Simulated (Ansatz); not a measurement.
MoS₂: largest V_zz and pressure as volume scale varies

Periodic Kohn-Sham DFT of a crystal at fixed atoms, scaled to volume_scale times the given cell; pressure positive in compression, energy less spherical unpolarised free atoms, largest_vzz the field gradient of largest size among the nuclei. The results are calculated, by Ansatz 0.2.0.

The cell before it is scaled or strained (space group R3m, No. 160):
```
MoS2
1.0
      1.5815     0.9131     6.1233
     -1.5815     0.9131     6.1233
      0.0000    -1.8262     6.1233
Mo S
1 2
Direct
  0.00000 0.00000 0.00000
  0.74840 0.74840 0.74840
  0.58490 0.58490 0.58490
```

Settings of every row: method all-electron PAW; functional PBE; relativity scalar; k mesh 13x13x13; filling fermi-dirac; smearing width 0.05 eV; nucleus gaussian.

Atom start moment: 0 on all atoms.

Limits: a layered crystal: even scaling strains the bonds within the layers, so this curve is stiffer than the crystal under pressure; field gradient without spin-orbit coupling on heavy atoms.

| row | volume scale | V (Å³/atom) | largest V_zz (1e21 V/m^2) | pressure (GPa) |
| --- | --- | --- | --- | --- |
| 1 | 0.94 | 16.624 | -9.747 | 21.716 |
| 2 | 0.96 | 16.978 | ? | ? |
| 3 | 0.98 | 17.331 | -9.298 | 13.011 |
| 4 | 0.99 | 17.508 | -9.189 | 11.101 |
| 5 | 1.01 | 17.862 | -8.978 | 7.56 |
| 6 | 1.02 | 18.039 | -8.876 | 5.921 |
| 7 | 1.04 | 18.392 | -8.675 | 2.883 |
| 8 | 1.06 | 18.746 | -8.481 | 0.141 |

Question: what largest V_zz and pressure should row 2 give?

Worked fit of largest V_zz. Take t = volume scale − 1. The shown rows have t = -0.06, -0.02, -0.01, 0.01, 0.02, 0.04, 0.06. Least squares give largest V_zz = −9.0831 + 10.549 × t − 8.6 × t² 1e21 V/m^2; a straight line predicts inner rows, each left out in turn, worse (root mean square 0.011 against 0.00056 1e21 V/m^2). All shown rows lie on it to the printed digit. The withheld row has t = -0.04, so the fit gives −9.0831 + 10.549 × (-0.04) − 8.6 × (-0.04)² = -9.519 1e21 V/m^2.

The calculation gave -9.52 1e21 V/m^2. The fit lies 0.001 1e21 V/m^2 (0.079 % of the column's range) above it, one unit of the last digit.

Worked fit of pressure. Take u = (V_r/V)^(2/3) − 1 with V_r = 17.862 Å³ an atom, which is twice the finite (Eulerian) strain; such expansions in the strain, on which the Birch-Murnaghan equation of state is built, carry the rest volume and the bulk modulus. The shown rows have u = 0.04905, 0.02032, 0.01343, 0, -0.00655, -0.0193, -0.03169. Least squares give pressure = 7.5584 + 254.686 × u + 666.04 × u² + 529.6 × u³ GPa; a parabola predicts inner rows, each left out in turn, worse (root mean square 0.01 against 0.0045 GPa). The rows lie off it by 0.000, -0.002, 0.001, 0.002, 0.002, -0.004, 0.002. The withheld row has u = 0.03442, so the fit gives 7.5584 + 254.686 × (0.03442) + 666.04 × (0.03442)² + 529.6 × (0.03442)³ = 17.135 GPa.

The calculation gave 17.139 GPa. The fit lies 0.004 GPa (0.019 % of the column's range) below it; its largest miss of a shown row is 0.004 GPa.
